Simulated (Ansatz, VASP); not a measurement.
# Ir: VASP beside Ansatz

File INCAR:

```
SYSTEM = Ir
ALGO = Normal ; EDIFF = 1E-6
EDIFFG = -0.001 ; ENCUT = 600
GGA = PS ; IBRION = 2
ISIF = 3 ; ISMEAR = -1
LASPH = .True. ; LCHARG = .False.
LREAL = .False. ; LWAVE = .False.
NELM = 80 ; NSW = 80
PREC = Accurate ; SIGMA = 0.01
```

KPOINTS

```
k-points
0
Gamma
  12 12 7
  0 0 0
```

POSCAR

```
Ir
1.0
    2.7513780000      0.0000000000      0.0000000000
   -1.3756890000      2.3827632434      0.0000000000
    0.0000000000      0.0000000000      4.4622900000
Ir
2
Direct
    0.6666666667      0.3333333333      0.7500000000
    0.3333333333      0.6666666667      0.2500000000
```

Input for Ansatz:

```yaml
crystal:
  lattice:
    a: 2.751378
    b: 2.751378
    c: 4.46229
    alpha: 90.0
    beta: 90.0
    gamma: 120.0
  space_group: 194
  atoms:
    - { symbol: Ir, position: [0.6666666666666666, 0.3333333333333333, 0.75] }
basis:
  ecutwfc: 470.0
kpoints:
  mp_grid:
    grid: [12, 12, 7]
hamiltonian:
  xc: pbesol
  dispersion: none
scf:
  n_extra_bands: 8
  convergence:
    dr2_threshold: 1.0e-08
  occupations:
    method: fermi_dirac
    width: 0.01
relax:
  f_tol: 0.001
  cell: {}
```

This isn't the form of Ir at room conditions, which is fcc.

Alike in both runs: task relaxation of cell and atoms; functional PBEsol; k mesh 12 × 12 × 7; occupations fermi-dirac, width 0.01 eV; no spin polarisation.

|  | VASP | Ansatz |
| --- | --- | --- |
| version | VASP 6.6.1 | Ansatz 0.2.0 |
| potentials or method | VASP PAW PBE potentials, release 64 (Ir) | plane waves, PAW |
| plane-wave cutoff (eV) | 600 | 470 |
| valence electrons in the cell | 18 | 34 |

```csv
,VASP,Ansatz,Ansatz less VASP
relaxed volume (Å³/atom),14.14,14.10,-0.038
relaxed cell length with the largest relative difference (Å),4.425,4.421,-0.0040
energy change over the relaxation (meV/atom),-19,-22,-2.9
```

The two sets of potentials don't hold the same shells in valence. Ansatz warned: «stress_scf_threshold_loose».

Caveats: the PAW data sets were made with another functional, which shifts forces and pressure a little (VASP). Spin-orbit coupling is left out, which matters for the levels of Ir.
